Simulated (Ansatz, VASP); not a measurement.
## Be in VASP and in Ansatz

```
Be
1.0
     2.24249    0.00000    0.00000
    -1.12125    1.94205    0.00000
     0.00000    0.00000    3.47360
Be
2
Direct
  0.00000 0.00000 0.25978
  0.00000 0.00000 0.74022
```

Alike in both runs: task relaxation of cell and atoms; functional PBE; k mesh 12 × 12 × 6; occupations gaussian, width 0.1 eV; no spin polarisation.

```csv
,VASP,Ansatz
version,VASP 6.6.1,Ansatz 0.2.0
potentials or method,"VASP PAW PBE potentials, release 64 (Be)","scalar-relativistic, plane waves, PAW"
plane-wave cutoff (eV),600,420
valence electrons in the cell,4,4
```

|  | VASP | Ansatz | Ansatz less VASP |
| --- | --- | --- | --- |
| gap on the k mesh at the Fermi level, each at its own relaxed structure (eV) | none | none | - |
| relaxed volume (Å³/atom) | 9.81 | 9.75 | -0.061 |
| relaxed cell length with the largest relative difference (Å) | 4.932 | 4.895 | -0.0371 |
| energy change over the relaxation (meV/atom) | -750 | -750 | +0.2 |

A gap of «none» marks a metal or a gap that the smearing closes.

Caveats: the volume moved by over 15 % at a fixed basis, so the end points are rough (VASP).
